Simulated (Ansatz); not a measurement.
# Si (Fd-3m) in Ansatz: further runs

The runs below take Si through band structure, single point, equation of state, with LDA.

All numbers are computed with Ansatz 0.2.0; they aren't measurements. Logs are shortened: lines on timing, memory, paths and dates and some standing lists are left out, and cuts for length are marked.

### Step 1. Starting point

Symmetry: Fd-3m, No. 227, cubic system. Conventional cell: a = 5.444 Å, b = 5.444 Å, c = 5.444 Å, α = 90.00°, β = 90.00°, γ = 90.00°. Around Si (site symmetry -43m) lie 4 Si at 2.36 Å.

### Step 2. Band structure, LDA

Contents of input.yaml:

```yaml
crystal:
  lattice:
    - [0.0, 2.7218511865, 2.7218511865]
    - [2.7218511865, 0.0, 2.7218511865]
    - [2.7218511865, 2.7218511865, 0.0]
  atoms:
    - { symbol: Si, position: [0.5, 0.5, 0.5] }
    - { symbol: Si, position: [0.75, 0.75, 0.75] }
hamiltonian:
  xc: lda
  pseudopotentials: { kind: paw }
kpoints:
  mp_grid: { grid: [8, 8, 8] }
  band_path:
    path:
      - [[0.0, 0.0, 0.0], [0.5, 0.0, 0.5], [0.5, 0.25, 0.75], [0.375, 0.375, 0.75], [0.0, 0.0, 0.0], [0.5, 0.5, 0.5], [0.625, 0.25, 0.625], [0.5, 0.25, 0.75], [0.5, 0.5, 0.5], [0.375, 0.375, 0.75]]
      - [[0.625, 0.25, 0.625], [0.5, 0.0, 0.5]]
    npoints: 14
scf:
  occupations: { method: fermi_dirac, width: 0.05 }
  n_extra_bands: 6
output:
  forces: true
  stress: true
  eigenvalues: true
  fatbands: true
  write_density: true
  write_potential: true
  elf: true
  volumetric_format: npy
```

Potentials or basis: Ansatz PAW.

The run is started by

```console
> ansatz run input.yaml --threads 2 --pin off --max-ram 5632MiB --backend cpu --events-out ev --progress --plain --runs-dir out
```

The program printed:

```text
Warning: RAYON_NUM_THREADS=2 ignored (pool sized by the plan → 2); use --threads N
scf.n_extra_bands = 6 over 4 filled bands (N_el = 8.0): the run solves 10 bands
Engine: ansatz 0.2.0, x86_64-unknown-linux-gnu
Pseudopotentials: kind: paw
Pseudopotential: Si, paw, valence charge 4, recommended cutoff 420 eV (normal), Si.paw.azcp
Functional definition: SPW92
  exchange = slater_x
  correlation = pw_c
Crystal: 2 atoms, lattice volume = 40.330 Å³
Basis set: ecut = 420 eV, 749 PW (Γ)
Bands: 10, of which v1, the nominal top of the filled ones, is band 4 counted from 1 (3 counted from 0)
Symmetry: 48 space group operations
Space group: Fd-3m (ITA 227), of the structure as read, at distance tolerance 3.4e-5 Å
k-points: 29 of 512
Non-local potential: Si, projectors of the file, l = 0: 2, l = 1: 2, l = 2: 2
PAW form: soft (Blöchl's): semilocal exchange-correlation on the pseudo side does not see the compensation charge
PAW frozen core: Si, regenerated for the run's functional, and the local potential with it (the file was generated under x = pbe(κ = 0.804, μ = 0.2195149727645171), c = pbe(β = 0.06672455060314922))
PAW one-centre angular grid: Si, 110 points (default); XC on 64 Gauss nodes
Initial density: superposition of atomic densities (neutral atoms: chi_scale 0, normalization atom), corrected by the library's trained network
Initial wavefunctions: pseudopotential atomic-orbital guess
Functional: x = slater, c = lda
SCF iter   1: F=—  HF=-1217.286935 eV  |F-HF|=—  |Δ(HF+E_count)|=         —  Δρ=4.28e-3  dr2=4.40e-3  ethr=1.77e-3  ⟨swp⟩=5.9  Hψ=2349  notcnv=0  defer=5
preconditioner: auto → none  [insulator: Δε(μ)=0.531 eV  Ē_g=10.950 eV  σ=0.050 eV  W_gap=0.99  n_scr=8 (ndim 8)  ℏωp=16.5 eV  f_vac=0.000  D(μ)=0.00/eV (n_scr^D=0)  ε∞_Penn≈3.3]
SCF iter   2: F=—  HF=-1217.286369 eV  |F-HF|=—  |Δ(HF+E_count)|=   5.66e-4  Δρ=1.96e-3  dr2=9.14e-4  ethr=5.50e-5  ⟨swp⟩=1.3  Hψ=541  notcnv=0  defer=8
SCF iter   3: F=—  HF=-1217.286206 eV  |F-HF|=—  |Δ(HF+E_count)|=   1.63e-4  Δρ=9.90e-5  dr2=4.19e-6  ethr=1.14e-5  ⟨swp⟩=1.3  Hψ=277  notcnv=0  defer=8
SCF iter   4: F=—  HF=-1217.286208 eV  |F-HF|=—  |Δ(HF+E_count)|=   1.91e-6  Δρ=2.30e-5  dr2=2.40e-7  ethr=5.23e-8  ⟨swp⟩=2.2  Hψ=368  notcnv=0  defer=8
iter 5 did not close the SCF: its close was put off for the readings that it lacked (scf_convergence_deferred on its scf_iter line)
SCF iter   5: F=-1217.286208 eV  HF=-1217.286208 eV  |F-HF|=2.89e-9  |Δ(HF+E_count)|=   9.13e-8  Δρ=5.61e-6  dr2=8.28e-9  ethr=3.00e-9  ⟨swp⟩=2.0  Hψ=369  notcnv=0  defer=8
SCF iter   6: F=-1217.286208 eV  HF=-1217.286208 eV  |F-HF|=3.64e-12  |Δ(HF+E_count)|=   1.91e-9  Δρ=2.37e-7  dr2=1.41e-11  ethr=1.03e-10  ⟨swp⟩=8.4  Hψ=1660  notcnv=0
SCF 1 converged in 6 iterations: F = -1217.286208 eV  dr2 = 1.41e-11
NSCF: frozen V_eff on 142 k-points
SCF converged after 6 iterations
Free energy (F): -1217.286208 eV
Harris-Foulkes:  -1217.286208 eV  (|F-HF|=3.64e-12)
Internal energy: -1217.286147 eV  (E = F + TS)
E sigma→0 (E₀):  -1217.286178 eV
Entropy (-TS):   -0.000061 eV (-0.031 meV/atom)
Fermi energy:    6.220259 eV
--- Per-component energies (eV) ---
  E_band       = 7.400025
  E_kinetic    = 80.719774
  E_local      = -57.327127  (includes V_loc(G=0)·N_el)
  E_nonlocal   = 53.946940
  E_hartree    = 14.970452
  E_xc         = -109.505549
  E_vxc        = -94.129785  (∫ρ·V_xc dr)
  E_paw        = -972.273349  (= ΣΔE_a)
  E_vpaw       = -5.750677  (= ΣTr[D̂ρ^β])
  E_aug_tail   = 0.000012  (compensation charges beyond the density's cutoff)
  E_ewald      = -227.985960
  E_core_change = 0.168661  (= ΣΔE_core)
  E_smearing   = -0.000061  (= −TS)
  E_closure    = 0.000000  (closes the sum)
  Σ components = -1217.286208   (vs F -1217.286208, Δ=0.00e0)
--- Forces (eV/Å), atoms counted from 1 ---
  atom   1  Si     0.00000000    -0.00000000     0.00000000
  atom   2  Si    -0.00000000    -0.00000000     0.00000000
  max |Σ_I F_I| component: 4.39e-17 eV/Å
--- Stress (GPa, compression-positive) ---
       -2.114916       0.000000       0.000000
        0.000000      -2.114916       0.000000
        0.000000       0.000000      -2.114916
  P = ⅓ Tr σ = -2.1149 GPa (-21.149 kbar)
--- Band table (eV; the first three rows and the last of 29) ---
  k-point 0: bands = ["-5.9386", "5.9779", "5.9779", "5.9779", "8.5001", "8.5001", "8.5001", "9.0766", "13.6163", "13.7063"]
  k-point 1: bands = ["-5.7357", "4.3642", "5.6904", "5.6904", "8.3711", "8.9208", "8.9208", "10.4789", "13.2041", "13.2041"]
  k-point 2: bands = ["-5.1437", "2.0437", "5.2232", "5.2232", "7.8709", "9.4360", "9.4360", "12.6712", "13.1409", "13.1409"]
  k-point 28: bands = ["-1.6584", "-1.6584", "2.1305", "2.1305", "10.1600", "10.1600", "10.8726", "10.8726", "16.4108", "16.4108"]
```

It took 1.4 s on 2 threads of Intel Xeon Platinum 8488C (Sapphire Rapids), shared host; peak memory 0.34 GiB.

Results:

```
Free energy             : -1217.2862 eV
Pressure                : -2.1 GPa
Band gap on the k mesh  : 0.53 eV, indirect (least direct gap 2.52 eV)
Band gap along the path : 0.48 eV, indirect (least direct gap 2.52 eV)
```

Levels at the corners of the path, in eV from the valence-band top:
| point | band 1 | band 2 | band 3 | band 4 | band 5 | band 6 | band 7 | band 8 | band 9 |
| --- | --- | --- | --- | --- | --- | --- | --- | --- | --- |
| Γ | -11.92 | 0.00 | 0.00 | 0.00 | 2.52 | 2.52 | 2.52 | 3.10 | 7.64 |
| X | -7.80 | -7.80 | -2.83 | -2.83 | 0.62 | 0.62 | 9.91 | 9.91 | 10.90 |
| W | -7.64 | -7.64 | -3.85 | -3.85 | 4.18 | 4.18 | 4.89 | 4.89 | 10.43 |
| K | -8.21 | -7.21 | -4.30 | -2.41 | 1.11 | 4.04 | 7.37 | 7.87 | 8.04 |
| Γ | -11.92 | 0.00 | 0.00 | 0.00 | 2.52 | 2.52 | 2.52 | 3.10 | 7.64 |
| L | -9.60 | -6.96 | -1.19 | -1.19 | 1.39 | 3.30 | 3.30 | 7.50 | 10.50 |
| U | -8.21 | -7.21 | -4.30 | -2.41 | 1.11 | 4.04 | 7.37 | 7.87 | 8.04 |
| W | -7.64 | -7.64 | -3.85 | -3.85 | 4.18 | 4.18 | 4.89 | 4.89 | 10.43 |
| L | -9.60 | -6.96 | -1.19 | -1.19 | 1.39 | 3.30 | 3.30 | 7.50 | 10.50 |
| K | -8.21 | -7.21 | -4.30 | -2.41 | 1.11 | 4.04 | 7.37 | 7.87 | 8.04 |
| U | -8.21 | -7.21 | -4.30 | -2.41 | 1.11 | 4.04 | 7.37 | 7.87 | 8.04 |
| X | -7.80 | -7.80 | -2.83 | -2.83 | 0.62 | 0.62 | 9.91 | 9.91 | 10.90 |

Caveat: the PAW data sets come from PBE, with cores solved anew for the run's functional, which leaves a small shift of forces and pressure.

### Step 3. Single point, LDA, 18.95 Å³/atom (volume scaled by 0.94)

Contents of input.yaml:

```yaml
crystal:
  lattice:
    - [0.0, 2.6662876123, 2.6662876123]
    - [2.6662876123, 0.0, 2.6662876123]
    - [2.6662876123, 2.6662876123, 0.0]
  atoms:
    - { symbol: Si, position: [0.5, 0.5, 0.5] }
    - { symbol: Si, position: [0.75, 0.75, 0.75] }
hamiltonian:
  xc: lda
  pseudopotentials: { kind: paw }
kpoints:
  mp_grid: { grid: [8, 8, 8] }
scf:
  occupations: { method: fermi_dirac, width: 0.05 }
output:
  forces: true
  stress: true
  eigenvalues: true
  write_density: true
  write_potential: true
  elf: true
  volumetric_format: npy
```

Potentials or basis: Ansatz PAW.

The run is started by

```console
> ansatz run input.yaml --threads 2 --pin off --max-ram 5632MiB --backend cpu --events-out ev --progress --plain --runs-dir out
```

It took 0.61 s on 2 threads of Intel Xeon Platinum 8488C (Sapphire Rapids), shared host; peak memory 0.33 GiB.

Results (log left out):

| Property | Result |
| --- | --- |
| Free energy | -1217.2739 eV |
| Pressure | 4.1 GPa |
| Band gap on the k mesh | 0.43 eV, indirect (least direct gap 2.55 eV) |

Caveat: the PAW data sets come from PBE, with cores solved anew for the run's functional, which leaves a small shift of forces and pressure.

### Step 4. Single point, LDA, 19.36 Å³/atom (volume scaled by 0.96)

Contents of input.yaml:

```yaml
crystal:
  lattice:
    - [0.0, 2.6850649043, 2.6850649043]
    - [2.6850649043, 0.0, 2.6850649043]
    - [2.6850649043, 2.6850649043, 0.0]
  atoms:
    - { symbol: Si, position: [0.5, 0.5, 0.5] }
    - { symbol: Si, position: [0.75, 0.75, 0.75] }
hamiltonian:
  xc: lda
  pseudopotentials: { kind: paw }
kpoints:
  mp_grid: { grid: [8, 8, 8] }
scf:
  occupations: { method: fermi_dirac, width: 0.05 }
output:
  forces: true
  stress: true
  eigenvalues: true
```

The run is started by

```console
> ansatz run input.yaml --threads 2 --pin off --max-ram 5632MiB --backend cpu --events-out ev --progress --plain --runs-dir out
```

Wall time 0.42 s (2 threads of Intel Xeon Platinum 8488C (Sapphire Rapids), shared host); peak memory 0.32 GiB.

Results (log left out):

| Quantity | Value |
| --- | --- |
| Free energy | -1217.2885 eV |
| Pressure | 1.8 GPa |
| Band gap on the k mesh | 0.46 eV, indirect (least direct gap 2.54 eV) |

Caveat: the PAW data sets come from PBE, with cores solved anew for the run's functional, which leaves a small shift of forces and pressure.

### Step 5. Single point, LDA, 19.76 Å³/atom (volume scaled by 0.98)

Changes to input.yaml since step 4:

```diff
@@ -2,5 +2,5 @@
   lattice:
-    - [0.0, 2.6850649043, 2.6850649043]
-    - [2.6850649043, 0.0, 2.6850649043]
-    - [2.6850649043, 2.6850649043, 0.0]
+    - [0.0, 2.7035831784, 2.7035831784]
+    - [2.7035831784, 0.0, 2.7035831784]
+    - [2.7035831784, 2.7035831784, 0.0]
   atoms:
```

The run is started by

```console
> ansatz run input.yaml --threads 2 --pin off --max-ram 5632MiB --backend cpu --events-out ev --progress --plain --runs-dir out
```

It took 0.44 s on 2 threads of Intel Xeon Platinum 8488C (Sapphire Rapids), shared host; peak memory 0.32 GiB.

The run converged. Its results:

```
Free energy            : -1217.2923 eV
Pressure               : -0.3 GPa
Band gap on the k mesh : 0.50 eV, indirect (least direct gap 2.53 eV)
```

Caveat: the PAW data sets come from PBE, with cores solved anew for the run's functional, which leaves a small shift of forces and pressure.

### Step 6. Single point, LDA, 20.16 Å³/atom

Changes to input.yaml since step 5:

```diff
@@ -2,5 +2,5 @@
   lattice:
-    - [0.0, 2.7035831784, 2.7035831784]
-    - [2.7035831784, 0.0, 2.7035831784]
-    - [2.7035831784, 2.7035831784, 0.0]
+    - [0.0, 2.7218511865, 2.7218511865]
+    - [2.7218511865, 0.0, 2.7218511865]
+    - [2.7218511865, 2.7218511865, 0.0]
   atoms:
@@ -19 +19,5 @@
   eigenvalues: true
+  write_density: true
+  write_potential: true
+  elf: true
+  volumetric_format: npy
```

Potentials or basis: Ansatz PAW.

The run is started by

```console
> ansatz run input.yaml --threads 2 --pin off --max-ram 5632MiB --backend cpu --events-out ev --progress --plain --runs-dir out
```

Run time: 0.64 s. Hardware: 2 threads of Intel Xeon Platinum 8488C (Sapphire Rapids), shared host; peak memory 0.33 GiB.

Results (log left out):

```
Free energy            : -1217.2862 eV
Pressure               : -2.1 GPa
Band gap on the k mesh : 0.53 eV, indirect (least direct gap 2.52 eV)
```

Caveat: the PAW data sets come from PBE, with cores solved anew for the run's functional, which leaves a small shift of forces and pressure.

### Step 7. Single point, LDA, 20.57 Å³/atom (volume scaled by 1.02)

Contents of input.yaml:

```yaml
crystal:
  lattice:
    - [0.0, 2.7398772164, 2.7398772164]
    - [2.7398772164, 0.0, 2.7398772164]
    - [2.7398772164, 2.7398772164, 0.0]
  atoms:
    - { symbol: Si, position: [0.5, 0.5, 0.5] }
    - { symbol: Si, position: [0.75, 0.75, 0.75] }
hamiltonian:
  xc: lda
  pseudopotentials: { kind: paw }
kpoints:
  mp_grid: { grid: [8, 8, 8] }
scf:
  occupations: { method: fermi_dirac, width: 0.05 }
output:
  forces: true
  stress: true
  eigenvalues: true
```

The run is started by

```console
> ansatz run input.yaml --threads 2 --pin off --max-ram 5632MiB --backend cpu --events-out ev --progress --plain --runs-dir out
```

Run time: 0.52 s. Hardware: 2 threads of Intel Xeon Platinum 8488C (Sapphire Rapids), shared host; peak memory 0.32 GiB.

The run converged. Its results:

```yaml
Free_energy: -1217.2713 eV
Pressure: -3.8 GPa
Band_gap_on_the_k_mesh: 0.56 eV, indirect (least direct gap 2.49 eV)
```

Caveat: the PAW data sets come from PBE, with cores solved anew for the run's functional, which leaves a small shift of forces and pressure.

### Step 8. Single point, LDA, 20.97 Å³/atom (volume scaled by 1.04)

Changes to input.yaml since step 7:

```diff
@@ -2,5 +2,5 @@
   lattice:
-    - [0.0, 2.7398772164, 2.7398772164]
-    - [2.7398772164, 0.0, 2.7398772164]
-    - [2.7398772164, 2.7398772164, 0.0]
+    - [0.0, 2.7576691254, 2.7576691254]
+    - [2.7576691254, 0.0, 2.7576691254]
+    - [2.7576691254, 2.7576691254, 0.0]
   atoms:
```

The run is started by

```console
> ansatz run input.yaml --threads 2 --pin off --max-ram 5632MiB --backend cpu --events-out ev --progress --plain --runs-dir out
```

Run time: 0.43 s. Hardware: 2 threads of Intel Xeon Platinum 8488C (Sapphire Rapids), shared host; peak memory 0.33 GiB.

It converged, with:

| Property | Result |
| --- | --- |
| Free energy | -1217.2485 eV |
| Pressure | -5.3 GPa |
| Band gap on the k mesh | 0.58 eV, indirect (least direct gap 2.41 eV) |

Caveat: the PAW data sets come from PBE, with cores solved anew for the run's functional, which leaves a small shift of forces and pressure.

### Step 9. Single point, LDA, 21.37 Å³/atom (volume scaled by 1.06)

Changes to input.yaml since step 8:

```diff
@@ -2,5 +2,5 @@
   lattice:
-    - [0.0, 2.7576691254, 2.7576691254]
-    - [2.7576691254, 0.0, 2.7576691254]
-    - [2.7576691254, 2.7576691254, 0.0]
+    - [0.0, 2.7752343705, 2.7752343705]
+    - [2.7752343705, 0.0, 2.7752343705]
+    - [2.7752343705, 2.7752343705, 0.0]
   atoms:
```

Potentials or basis: Ansatz PAW.

The run is started by

```console
> ansatz run input.yaml --threads 2 --pin off --max-ram 5632MiB --backend cpu --events-out ev --progress --plain --runs-dir out
```

Run time: 0.43 s. Hardware: 2 threads of Intel Xeon Platinum 8488C (Sapphire Rapids), shared host; peak memory 0.33 GiB.

It converged, with:

| Item | Value |
| --- | --- |
| Free energy | -1217.2186 eV |
| Pressure | -6.6 GPa |
| Band gap on the k mesh | 0.61 eV, indirect (least direct gap 2.32 eV) |

Caveat: the PAW data sets come from PBE, with cores solved anew for the run's functional, which leaves a small shift of forces and pressure.

### Step 10. Equation of state, LDA

This step only gathers the single runs of the series.

What came out:

| Property | Result |
| --- | --- |
| Equilibrium volume | 19.71 Å³/atom |
| Bulk modulus | 97 GPa |
| Pressure derivative of the bulk modulus | 4.3 |

Energy against volume, from the lowest point:
| volume (Å³/atom) | energy (meV/atom) |
| --- | --- |
| 18.955 | 9.20 |
| 19.358 | 1.87 |
| 19.761 | 0.00 |
| 20.165 | 3.04 |
| 20.568 | 10.49 |
| 20.971 | 21.89 |
| 21.375 | 36.84 |
